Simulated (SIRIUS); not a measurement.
# KBr (Fm-3m) in SIRIUS: reference runs

How does KBr come out in PBEsol? The cell is run as given.

All numbers are computed with SIRIUS 7.12.0; they aren't measurements. Logs are shortened: lines on timing, memory, paths and dates and some standing lists are left out, and cuts for length are marked. The log counts tension as positive stress, the text compression.

### 1 The crystal as given

Symmetry: Fm-3m, No. 225, cubic system. Conventional cell: a = 6.600 Å, b = 6.600 Å, c = 6.600 Å, α = 90.00°, β = 90.00°, γ = 90.00°. Br (site symmetry m-3m) is surrounded by 6 K at 3.30 Å. Around K (site symmetry m-3m) lie 6 Br at 3.30 Å.

### 2 Single point, PBEsol

Input file sirius.json:

```json
{
  "control": {
    "processing_unit": "cpu",
    "std_evp_solver_name": "lapack",
    "gen_evp_solver_name": "lapack",
    "verbosity": 2,
    "print_forces": true,
    "ortho_rf": true,
    "use_second_variation": true,
    "rmt_max": 3.0,
    "num_bands_to_print": 23,
    "save_wf": true
  },
  "parameters": {
    "electronic_structure_method": "full_potential_lapwlo",
    "xc_functionals": ["XC_GGA_X_PBE_SOL", "XC_GGA_C_PBE_SOL"],
    "core_relativity": "dirac",
    "valence_relativity": "iora",
    "num_fv_states": 23,
    "smearing": "fermi_dirac",
    "smearing_width": 0.0018374661,
    "pw_cutoff": 20,
    "gk_cutoff": 3.5,
    "lmax_apw": 10,
    "lmax_rho": 8,
    "lmax_pot": 8,
    "num_mag_dims": 0,
    "auto_rmt": 0,
    "ngridk": [7, 7, 7],
    "shiftk": [0, 0, 0],
    "num_dft_iter": 80,
    "energy_tol": 1e-07,
    "density_tol": 1e-05,
    "use_symmetry": true
  },
  "settings": {"tol_ne": 1e-10},
  "iterative_solver": {"type": "exact"},
  "mixer": {"type": "anderson", "beta": 0.5, "max_history": 8},
  "unit_cell": {
    "lattice_vectors": [[0.0, 6.2360962113, 6.2360962113], [6.2360962113, 0.0, 6.2360962113], [6.2360962113, 6.2360962113, 0.0]],
    "atom_types": ["Br", "K"],
    "atom_files": {"Br": "Br.json", "K": "K.json"},
    "atoms": {"Br": [[0.5, 0.5, 0.5]], "K": [[0.0, 0.0, 0.0]]}
  }
}
```

Input file Br.json:

```json
{
  "name": "bromine",
  "symbol": "Br",
  "number": 35,
  "mass": 79.904,
  "rmin": 1e-06,
  "rmt": 2.4,
  "nrmt": 800,
  "rinf": 12.55,
  "core": "1s2s2p3s",
  "valence": [
    {"basis": [{"enu": -0.22, "dme": 0, "n": 0, "auto": 0}, {"enu": -0.22, "dme": 1, "n": 0, "auto": 0}]},
    {"l": 0, "n": 1, "basis": [{"enu": -0.2955, "dme": 0, "n": 0, "auto": 0}]},
    {"l": 1, "n": 2, "basis": [{"enu": -0.12, "dme": 0, "n": 0, "auto": 0}]},
    {"l": 2, "n": 3, "basis": [{"enu": -0.12, "dme": 0, "n": 0, "auto": 0}]},
    {"l": 3, "n": 4, "basis": [{"enu": -0.12, "dme": 0, "n": 0, "auto": 0}]}
  ],
  "lo": [
    {
      "l": 0,
      "basis": [{"enu": -0.2955, "dme": 0, "n": 0, "auto": 0}, {"enu": -0.2955, "dme": 1, "n": 0, "auto": 0}]
    },
    {
      "l": 0,
      "basis": [{"enu": -0.2955, "dme": 1, "n": 0, "auto": 0}, {"enu": -0.2955, "dme": 2, "n": 0, "auto": 0}]
    },
    {
      "l": 0,
      "basis": [{"enu": -0.2955, "dme": 0, "n": 0, "auto": 0}, {"enu": 1.7878, "dme": 0, "n": 0, "auto": 0}]
    },
    {"l": 1, "basis": [{"enu": -0.12, "dme": 0, "n": 0, "auto": 0}, {"enu": -0.12, "dme": 1, "n": 0, "auto": 0}]},
    {"l": 1, "basis": [{"enu": -0.12, "dme": 1, "n": 0, "auto": 0}, {"enu": -0.12, "dme": 2, "n": 0, "auto": 0}]},
    {
      "l": 1,
      "basis": [{"enu": -6.1836, "dme": 0, "n": 3, "auto": 1}, {"enu": -6.1836, "dme": 1, "n": 3, "auto": 1}]
    },
    {
      "l": 1,
      "basis": [{"enu": -0.12, "dme": 0, "n": 0, "auto": 0}, {"enu": 2.2758, "dme": 0, "n": 0, "auto": 0}]
    },
    {"l": 2, "basis": [{"enu": -0.12, "dme": 0, "n": 0, "auto": 0}, {"enu": -0.12, "dme": 1, "n": 0, "auto": 0}]},
    {
      "l": 2,
      "basis": [{"enu": -2.2902, "dme": 0, "n": 3, "auto": 1}, {"enu": -2.2902, "dme": 1, "n": 3, "auto": 1}]
    },
    {
      "l": 2,
      "basis": [{"enu": -2.2902, "dme": 1, "n": 3, "auto": 1}, {"enu": -0.12, "dme": 0, "n": 0, "auto": 0}]
    },
    {
      "l": 2,
      "basis": [{"enu": -0.12, "dme": 0, "n": 0, "auto": 0}, {"enu": 3.4911, "dme": 0, "n": 0, "auto": 0}]
    },
    {"l": 3, "basis": [{"enu": -0.12, "dme": 0, "n": 0, "auto": 0}, {"enu": -0.12, "dme": 1, "n": 0, "auto": 0}]},
    {
      "l": 3,
      "basis": [{"enu": -0.12, "dme": 0, "n": 0, "auto": 0}, {"enu": 2.9008, "dme": 0, "n": 0, "auto": 0}]
    }
  ],
  "free_atom": [... radial grid and density of the free atom, the start of the SCF ...]
}
```

Input file K.json:

```json
{
  "name": "potassium",
  "symbol": "K",
  "number": 19,
  "mass": 39.0983,
  "rmin": 1e-06,
  "rmt": 2.4,
  "nrmt": 800,
  "rinf": 22.7,
  "core": "1s2s2p",
  "valence": [
    {"basis": [{"enu": -0.22, "dme": 0, "n": 0, "auto": 0}, {"enu": -0.22, "dme": 1, "n": 0, "auto": 0}]},
    {"l": 0, "n": 1, "basis": [{"enu": -0.12, "dme": 0, "n": 0, "auto": 0}]},
    {"l": 1, "n": 2, "basis": [{"enu": -0.12, "dme": 0, "n": 0, "auto": 0}]},
    {"l": 2, "n": 3, "basis": [{"enu": -0.12, "dme": 0, "n": 0, "auto": 0}]},
    {"l": 3, "n": 4, "basis": [{"enu": -0.12, "dme": 0, "n": 0, "auto": 0}]}
  ],
  "lo": [
    {"l": 0, "basis": [{"enu": -0.12, "dme": 0, "n": 0, "auto": 0}, {"enu": -0.12, "dme": 1, "n": 0, "auto": 0}]},
    {
      "l": 0,
      "basis": [{"enu": -1.3226, "dme": 0, "n": 3, "auto": 1}, {"enu": -1.3226, "dme": 1, "n": 3, "auto": 1}]
    },
    {
      "l": 0,
      "basis": [{"enu": -1.3226, "dme": 1, "n": 3, "auto": 1}, {"enu": -0.12, "dme": 0, "n": 0, "auto": 0}]
    },
    {
      "l": 0,
      "basis": [{"enu": -0.12, "dme": 0, "n": 0, "auto": 0}, {"enu": 2.6578, "dme": 0, "n": 0, "auto": 0}]
    },
    {"l": 1, "basis": [{"enu": -0.12, "dme": 0, "n": 0, "auto": 0}, {"enu": -0.12, "dme": 1, "n": 0, "auto": 0}]},
    {
      "l": 1,
      "basis": [{"enu": -0.7234, "dme": 0, "n": 3, "auto": 1}, {"enu": -0.7234, "dme": 1, "n": 3, "auto": 1}]
    },
    {
      "l": 1,
      "basis": [{"enu": -0.7234, "dme": 1, "n": 3, "auto": 1}, {"enu": -0.12, "dme": 0, "n": 0, "auto": 0}]
    },
    {
      "l": 1,
      "basis": [{"enu": -0.12, "dme": 0, "n": 0, "auto": 0}, {"enu": 3.0744, "dme": 0, "n": 0, "auto": 0}]
    },
    {"l": 2, "basis": [{"enu": -0.12, "dme": 0, "n": 0, "auto": 0}, {"enu": -0.12, "dme": 1, "n": 0, "auto": 0}]},
    {"l": 2, "basis": [{"enu": -0.12, "dme": 1, "n": 0, "auto": 0}, {"enu": -0.12, "dme": 2, "n": 0, "auto": 0}]},
    {
      "l": 2,
      "basis": [{"enu": -0.12, "dme": 0, "n": 0, "auto": 0}, {"enu": 2.5883, "dme": 0, "n": 0, "auto": 0}]
    },
    {"l": 3, "basis": [{"enu": -0.12, "dme": 0, "n": 0, "auto": 0}, {"enu": -0.12, "dme": 1, "n": 0, "auto": 0}]}
  ],
  "free_atom": [... radial grid and density of the free atom, the start of the SCF ...]
}
```

Input file sirius_start.json:

```json
{
  "control": {
    "processing_unit": "cpu",
    "std_evp_solver_name": "lapack",
    "gen_evp_solver_name": "lapack",
    "verbosity": 1,
    "print_forces": false,
    "ortho_rf": true,
    "use_second_variation": true,
    "rmt_max": 3.0,
    "num_bands_to_print": 23,
    "save_wf": false
  },
  "parameters": {
    "electronic_structure_method": "full_potential_lapwlo",
    "xc_functionals": ["XC_LDA_X", "XC_LDA_C_PW"],
    "core_relativity": "dirac",
    "valence_relativity": "iora",
    "num_fv_states": 23,
    "smearing": "fermi_dirac",
    "smearing_width": 0.0055123983,
    "pw_cutoff": 20,
    "gk_cutoff": 2.8,
    "lmax_apw": 10,
    "lmax_rho": 8,
    "lmax_pot": 8,
    "num_mag_dims": 0,
    "auto_rmt": 0,
    "ngridk": [3, 3, 3],
    "shiftk": [0, 0, 0],
    "num_dft_iter": 30,
    "energy_tol": 0.01,
    "density_tol": 0.05,
    "use_symmetry": true
  },
  "settings": {"tol_ne": 1e-10},
  "iterative_solver": {"type": "exact"},
  "mixer": {"type": "anderson", "beta": 0.5, "max_history": 8},
  "unit_cell": {
    "lattice_vectors": [[0.0, 6.2360962113, 6.2360962113], [6.2360962113, 0.0, 6.2360962113], [6.2360962113, 6.2360962113, 0.0]],
    "atom_types": ["Br", "K"],
    "atom_files": {"Br": "Br.json", "K": "K.json"},
    "atoms": {"Br": [[0.5, 0.5, 0.5]], "K": [[0.0, 0.0, 0.0]]}
  }
}
```

Potentials or basis: all-electron FP-LAPW, apw+lo standard.

Started as:

```sh
$ OMP_NUM_THREADS=1 sirius.scf --input=sirius_start.json --output=start.json
$ OMP_NUM_THREADS=1 sirius.scf --input=sirius.json --output=output.json --task=1
```

Log:

```text
[info] SIRIUS version : 7.12.0
[info] number of MPI ranks           : 1
[info] MPI grid                      : 1 1
[info] maximum number of OMP threads : 1
[fft] FFT context for density and potential
[fft] =====================================
[fft]   plane wave cutoff                     : 20
[fft]   grid size                             : 60 60 60   total : 216000
[fft]   grid limits                           : -29 30   -29 30   -29 30
[fft]   number of G-vectors within the cutoff : 65547
[fft]   number of G-shells                    : 1681
[fft] FFT context for coarse grid
[fft] =====================================
[fft]   plane wave cutoff                     : 7
[fft]   grid size                             : 24 24 24   total : 13824
[fft]   grid limits                           : -11 12   -11 12   -11 12
[fft]   number of G-vectors within the cutoff : 2741
[fft]   number of G-shells                    : 100
[unit cell] lattice vectors
[unit cell]   a1 :       0.0000000000      6.2360962113      6.2360962113
[unit cell]   a2 :       6.2360962113      0.0000000000      6.2360962113
[unit cell]   a3 :       6.2360962113      6.2360962113      0.0000000000
[unit cell] reciprocal lattice vectors
[unit cell]   b1 :      -0.5037755267      0.5037755267      0.5037755267
[unit cell]   b2 :       0.5037755267     -0.5037755267      0.5037755267
[unit cell]   b3 :       0.5037755267      0.5037755267     -0.5037755267
[unit cell] unit cell volume :       485.02979347 [a.u.^3]
[unit cell] 1/sqrt(omega)    :         0.04540627
[unit cell] MT volume        :       115.81167158 (23.88%)
[unit cell] IT volume        :       369.21812189 (76.12%)
[unit cell] number of atom types : 2
[unit cell] type id : 0 symbol : Br mt_radius :   2.400000 num_atoms : 1
[unit cell] type id : 1 symbol :  K mt_radius :   2.400000 num_atoms : 1
[unit cell] total number of atoms : 2
[unit cell] number of symmetry classes : 2
[unit cell] atom id  type id  class id             position                      vector_field
[unit cell] ------------------------------------------------------------------------------------------
[... 348 lines left out ...]
[diagonalize] ik:   17   -6.083257   -6.083257   -6.083257   -2.170317   -2.170316   -2.170272   -2.170271   -2.170270   -1.046253   -0.485980   -0.443280   -0.442619   -0.436787   -0.065162   -0.048632   -0.044755    0.221930    0.242483    0.285069    0.313489    0.333294    0.345853    0.371475
[diagonalize] ik:   18   -6.083257   -6.083257   -6.083257   -2.170316   -2.170314   -2.170271   -2.170270   -2.170268   -1.046231   -0.482861   -0.444087   -0.443419   -0.439823   -0.060416   -0.046527   -0.046091    0.201943    0.243476    0.280931    0.317476    0.325592    0.355819    0.372884
[diagonalize] ik:   19   -6.083257   -6.083257   -6.083257   -2.170317   -2.170314   -2.170271   -2.170271   -2.170270   -1.046224   -0.483791   -0.444289   -0.443385   -0.438322   -0.056528   -0.054677   -0.046881    0.223606    0.250487    0.271435    0.297670    0.350406    0.351198    0.379180
[generate_core_charge_density] atom class : 0
[generate_core_charge_density]   n,l,k : 1 0 1  energy :        -488.64121678
[generate_core_charge_density]   n,l,k : 2 0 1  energy :         -63.34083435
[generate_core_charge_density]   n,l,k : 2 1 1  energy :         -57.02755971
[generate_core_charge_density]   n,l,k : 2 1 2  energy :         -55.28355089
[generate_core_charge_density]   n,l,k : 3 0 1  energy :          -8.44924041
[generate_core_charge_density] atom class : 1
[generate_core_charge_density]   n,l,k : 1 0 1  energy :        -128.99594490
[generate_core_charge_density]   n,l,k : 2 0 1  energy :         -12.71509330
[generate_core_charge_density]   n,l,k : 2 1 1  energy :         -10.10473235
[generate_core_charge_density]   n,l,k : 2 1 2  energy :          -9.99863437
[find] Total energy                   :   -3206.36429801 (Ha),   -6412.72859602 (Ry)
[... 20 lines left out ...]
[find] valence_eval_sum               :     -64.04838932
[find] core_eval_sum                  :   -1799.53636038
[find] kinetic energy                 :    3275.16226799
[find] enuc                           :   -3869.70296599
[find] <rho|V^{XC}>                   :    -161.50110129
[find] <rho|E^{XC}>                   :    -123.20068571
[find] <mag|B^{XC}>                   :       0.00000000
[find] <rho|V^{H}>                    :   -4977.24591674
[find] smearing (-TS)                 :      -0.00000000
[find] SCF correction                 :       0.00004367
[find] Total energy                   :   -3206.36429840 (Ha),   -6412.72859679 (Ry)
[find] Free energy (E-TS)             :   -3206.36429840 (Ha),   -6412.72859679 (Ry)
[find] band gap (eV)                  :       4.28405264
[find] Efermi                         :       0.01951516
[find] iteration : 6, RMS (target) : 1.7862e-06 (1.0000e-05) , energy difference (target) : -2.7319e-08 (1.0000e-07)
[find] converged after 7 SCF iterations!
[find] Charges and magnetic moments
[find] --------------------------------------------------------------------------------
[find] atom      charge    core leakage
[find] --------------------------------------------------------------------------------
[find]    0   33.518260    1.060031e-06
[find]    1   17.585746    1.163121e-07
[find] total core leakage    : 1.17634288e-06
[find] interstitial charge   : 2.895991
[find] total charge          : 53.999998
[find] Energy
[find] --------------------------------------------------------------------------------
[find] valence_eval_sum               :     -64.04838932
[find] core_eval_sum                  :   -1799.53636038
[find] kinetic energy                 :    3275.16226799
[find] enuc                           :   -3869.70296599
[find] <rho|V^{XC}>                   :    -161.50110129
[find] <rho|E^{XC}>                   :    -123.20068571
[find] <mag|B^{XC}>                   :       0.00000000
[find] <rho|V^{H}>                    :   -4977.24591674
[find] smearing (-TS)                 :      -0.00000000
[find] SCF correction                 :       0.00004367
[find] Total energy                   :   -3206.36429840 (Ha),   -6412.72859679 (Ry)
[find] Free energy (E-TS)             :   -3206.36429840 (Ha),   -6412.72859679 (Ry)
[find] band gap (eV)                  :       4.28405264
[find] Efermi                         :       0.01951516
[ground_state]
[ground_state] ==== total Forces in Ha/bohr =====
[ground_state] atom:    0, force:       0.0000000      0.0000000      0.0000000
[ground_state] atom:    1, force:       0.0000000      0.0000000      0.0000000
[ground_state] ==== contribution from density =====
[ground_state] atom:    0, force:       0.0000000      0.0000000      0.0000000
[ground_state] atom:    1, force:       0.0000000      0.0000000      0.0000000
[ground_state] ==== contribution from Hartree potential =====
[ground_state] atom:    0, force:       0.0000000      0.0000000      0.0000000
[ground_state] atom:    1, force:       0.0000000      0.0000000      0.0000000
[ground_state] ==== contribution from IBS =====
[ground_state] atom:    0, force:       0.0000000      0.0000000      0.0000000
[ground_state] atom:    1, force:       0.0000000      0.0000000      0.0000000
```

Wall time 61 s (1 thread of AMD EPYC 7R43 (Zen 3), shared host); peak memory 0.52 GiB.

What came out:

```yaml
Free_energy: -87249.6174 eV
Band_gap_on_the_k_mesh: 4.28 eV, direct
All_electrons_inside_the_program's_atomic_spheres: Br 33.52; K 17.59 (radii Br 2.4, K 2.4 bohr)
```

Levels at points of the mesh, in eV from the valence-band top:
| k point | band 14 | band 15 | band 16 | band 17 | band 18 | band 19 |
| --- | --- | --- | --- | --- | --- | --- |
| (0.00, 0.00, 0.00) | 0.00 | 0.00 | 0.00 | 4.28 | 7.53 | 7.53 |

As with any semilocal functional, this PBEsol gap is likely too small.
